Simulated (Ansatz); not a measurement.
# Si: a line through an energy map

Aim: follow the energy of Si (I4/mmm, No. 139; 8 atoms in the cell) along one coordinate, shift of Si1 along [0 1 0], with the other held at shift of Si1 along [0 0 1] = −0.49 Å.

Program: Ansatz 0.2.0. Level of theory: DFT PBE, scalar-relativistic, plane waves, PAW. These are calculated values, not measurements.

5 further runs of the same task are left out: 1 that didn't finish, 4 set aside as unsound or not needed.

### 1 The system as given

It takes space group I4/mmm (No. 139, tetragonal). Conventional cell: a = 6.691 Å, b = 6.691 Å, c = 3.861 Å, α = 90.00°, β = 90.00°, γ = 90.00°. Si (site symmetry m2m) has 4 Si at 2.36 to 2.39 Å as nearest neighbours.

As a file:

```cif
data_structure
_symmetry_space_group_name_H-M 'I4/mmm'
_symmetry_Int_Tables_number 139
_cell_length_a 6.6912
_cell_length_b 6.6912
_cell_length_c 3.8608
_cell_angle_alpha 90.000
_cell_angle_beta 90.000
_cell_angle_gamma 90.000
_cell_volume 172.86
loop_
_atom_site_label
_atom_site_type_symbol
_atom_site_symmetry_multiplicity
_atom_site_Wyckoff_symbol
_atom_site_fract_x
_atom_site_fract_y
_atom_site_fract_z
_atom_site_occupancy
Si1 Si 8 h 0.67861 0.67861 0.50000 1
```

It goes back to an entry of the Materials Project, which need not be the stable form.

This cell was relaxed beforehand with the same method: volume 21.61 Å³/atom, gap on the mesh 0.41 eV.

### 2 What is varied

Atoms count from 1 in the order of the input.

One atom moved over a plane, all else fixed.

- shift of Si1 along [0 1 0]: 5 values from −0.99 to 0.99 Å
- shift of Si1 along [0 0 1]: 5 values from −0.99 to 0.99 Å

Nothing else is relaxed (all other atoms fixed). Energies count from the relaxed crystal. Points are written as (first, second).

### 3 The run at (−0.99 Å, −0.49 Å)

Contents of input.yaml:

```yaml
crystal:
  lattice:
    - [3.3455832253, -3.3455832253, 1.9304179686]
    - [3.3455832253, 3.3455832253, -1.9304179686]
    - [-3.3455832253, 3.3455832253, 5.7912539057]
  atoms:
    - { symbol: Si, position: [0.0991780985, 0.2092647497, -0.048778167] }
    - { symbol: Si, position: [0.5893052538, 0.3572210152, 0.5893052538] }
    - { symbol: Si, position: [0.4106947462, 0.6427789848, 0.4106947462] }
    - { symbol: Si, position: [0.9106947462, 0.6427789848, 0.9106947462] }
    - { symbol: Si, position: [0.7320842385, 0.0, 0.0893052538] }
    - { symbol: Si, position: [0.2320842386, 0.0, 0.5893052538] }
    - { symbol: Si, position: [0.7679157615, 0.0, 0.4106947462] }
    - { symbol: Si, position: [0.2679157614, 0.0, 0.9106947462] }
basis:
  ecutwfc: 420
kpoints:
  mp_grid: { grid: [8, 8, 8] }
hamiltonian:
  xc: pbe
  pseudopotentials: { kind: paw, azcp: { folder: soft_1 } }
scf:
  occupations: { method: gaussian, width: 0.05 }
output:
  forces: true
  stress: true
  eigenvalues: true
```

Run with:

```bash
$ ansatz run input.yaml --threads 2 --pin off --max-ram 4096MiB --backend cpu --events-out ev --progress --plain --runs-dir out
```

The session goes on with these runs: the other points of the line.

What does the calculation give? Wanted: for each run, shift of Si1 along [0 1 0]; energy; slope; pressure; largest force on an atom.

**Answer**, as computed:

```
shift of Si1 along [0 1 0] (Å)  step  energy (eV)  slope (eV per Å)  pressure (GPa)  largest force on an atom (eV/Å)
                         −0.99     3         13.8             −45.9            19.7                             48.3
                         −0.49     4          2.4              −8.0             3.7                              8.1
                          0.00     5          1.7               3.1             2.6                              8.6
                          0.49     6          4.2               5.6             6.0                             17.6
                          0.99     7          6.0               1.0             8.0                             20.9
```

Energies count from the relaxed crystal. Slopes come from the forces (and the stress, where the cell changes), not from differences of energies.

**Reading.** The lowest point of the line is at 0.00 Å, 1.7 eV from the zero. Energies and slopes round the minimum, fitted together, put the minimum at −0.198 Å, with a curvature of about 19 eV per Å². The highest point computed, at −0.99 Å, lies 12.1 eV above the lowest. This is one cut through a surface in two coordinates; the map's lowest point lies off it. A rigid map gives upper bounds: relaxing the other coordinates can only lower a point. The host is rigid and the atom is kept to this plane, so wells and barriers of the map are not those of diffusion. The gap on the mesh closes on part of the grid. Where forces pass 15 eV/Å atoms stand far too close, the PAW spheres overlap strongly and those numbers are rough.

The gaps are Kohn-Sham values of a semilocal functional, not quasiparticle or optical gaps. Such gaps usually fall short of the measured ones.
